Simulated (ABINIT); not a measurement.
Crystal: Au.

```xyz
1
Lattice="0.0000 2.0350 2.0350 2.0350 0.0000 2.0350 2.0350 2.0350 0.0000" Properties=species:S:1:pos:R:3 pbc="T T T"
Au    0.0000    0.0000    0.0000
```

| Property | Result |
| --- | --- |
| Program | ABINIT 10.8.3 (patched build) |
| Task | single point |
| Functional | PBEsol |
| Potentials or basis | PseudoDojo NC SR PBEsol v0.4.1 standard |
| Cutoff | 1034 eV |
| k mesh | 11 × 11 × 11 |
| Occupations | fermi-dirac, width 0.05 eV |
| Spin | no spin polarisation |

On this cell: pressure 1.2 GPa; band gap on the k mesh none (metal or under the smearing width).

The same run follows on a disturbed copy (cell strained at random at fixed volume):

```
Au
1.0
     0.05952    2.03278    2.02390
     2.06284    0.03015    2.05328
     2.07413    2.07344    0.01886
Au
1
Direct
  0.99810 0.99583 0.01853
```

Problem. What changes?

Solution. The energy (extrapolated to zero smearing) moves by +5.9 meV/atom; pressure 1.4 GPa; band gap on the k mesh none (metal or under the smearing width).

Stress tensor (GPa, compression positive):
```
 1.56 -1.97 -1.44
-1.97  1.40  0.23
-1.44  0.23  1.37
```
